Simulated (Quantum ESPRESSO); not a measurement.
The system is BaS.

```xyz
2
Lattice="0.0000 3.1938 3.1938 3.1938 0.0000 3.1938 3.1938 3.1938 0.0000" Properties=species:S:1:pos:R:3 pbc="T T T"
Ba    0.0000    0.0000    0.0000
S     3.1938    3.1938    3.1938
```

* Program: Quantum ESPRESSO 7.5
* Task: Wannier functions
* Functional: LDA
* Potentials or basis: JTH 2.0 LDA
* Cutoff: 490 eV
* Density cutoff: 2939 eV
* k mesh: 4 × 4 × 4
* Occupations: fermi-dirac, width 0.05 eV
* Spin: no spin polarisation
* Form of the LDA correlation: PW92
* Mixing beta: 0.5
* Most SCF iterations: 120
* SCF threshold: 4e-10 Ry
* k mesh for the Wannier functions: 4 × 4 × 4
* Projections: Ba spd, S sp

Start: atomic projections with disentanglement, frozen window up to 3.0 eV over the reference level; the lowest 1 bands are left out. The reference level is the Fermi level, or the middle of the gap.

Task: With atomic projections with disentanglement, how many functions result, how localised are they, and how well do they interpolate the bands?

Result: 13 functions with spreads from 1.16 to 2.42 Å², 22.0 Å² in all; they miss the direct bands by 9 meV (root mean square).

Wannier functions:
```csv
function,nearest atom,distance (Å),spread (Å²),on-site energy from the reference level (eV)
1,1 Ba,2.74,2.42,4.13
2,1 Ba,0.48,1.65,-2.53
3,1 Ba,0.47,1.60,-2.76
4,1 Ba,0.47,1.59,-2.77
5,1 Ba,0.47,1.60,-2.97
6,1 Ba,0.70,2.30,1.58
7,1 Ba,0.67,2.25,1.14
8,1 Ba,0.43,1.64,-3.16
9,1 Ba,0.66,2.22,0.84
10,2 S,0.48,1.19,-3.20
11,2 S,0.48,1.18,-3.31
12,2 S,0.49,1.16,-3.32
13,2 S,0.49,1.17,-3.32
```

Parts of the spread (Å²): invariant 17.60, diagonal 0.019, off-diagonal 4.35, total 21.97. Against the direct bands the interpolation misses by 9 meV (root mean square) and 46 meV at most, for states up to 1 eV over the reference level.

Caveat: the k mesh is coarse (spacing up to 0.43 Å⁻¹), so the values aren't converged; this set's barium file shifts pressures by 1.5 GPa and gaps by 0.1 eV against other sets; spin-orbit coupling is left out, which moves the levels of the heavy elements; the Wannier minimisation didn't converge.
